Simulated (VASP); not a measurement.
The system is Si.

```
Si
1.0
     2.66558    0.00000    0.00000
    -1.33279    2.30846    0.00000
     0.00000    0.00000    4.50627
Si
2
Cartesian
  0.0000 1.5390 1.1266
  1.3328 0.7695 3.3797
```

This isn't the form of Si at room conditions, which is diamond.

| Property | Result |
| --- | --- |
| Program | VASP 6.6.1 |
| Task | relaxation of cell and atoms |
| Functional | PBE |
| Dispersion | D3(BJ) |
| Potentials or basis | VASP PAW PBE potentials, release 64 (Si) |
| Cutoff | 600 eV |
| k mesh | 12 × 12 × 6 |
| Occupations | gaussian, width 0.03 eV |
| Spin | no spin polarisation |

At the start: pressure -2.4 GPa; volume 13.86 Å³/atom.

Where does the relaxation end?

Over 6 steps the energy falls by 2.7 meV/atom and the volume is 13.55 Å³/atom (-2.2 %); space group P6_3/mmc (No. 194, to 0.05 Å).

The path:
```tsv
step	energy change (eV)	largest force (eV/Å)	pressure (GPa)	volume (Å³)
1	0.0000	0.0000	-2.37	27.73
2	-0.0046	0.0000	0.70	26.91
3	-0.0053	0.0000	-0.12	27.13
4	-0.0053	0.0000	-0.17	27.14
5	-0.0054	0.0000	0.04	27.08
6	-0.0054	0.0000	-0.05	27.11
```

Final structure:
```
CELL_PARAMETERS angstrom
2.64966 0.00000 0.00000
-1.32483 2.29467 0.00000
0.00000 0.00000 4.45826
ATOMIC_POSITIONS crystal
Si 0.33333 0.66667 0.25000
Si 0.66667 0.33333 0.75000
```

Caveat: pairwise dispersion overbinds metals, which lowers pressure and volume.
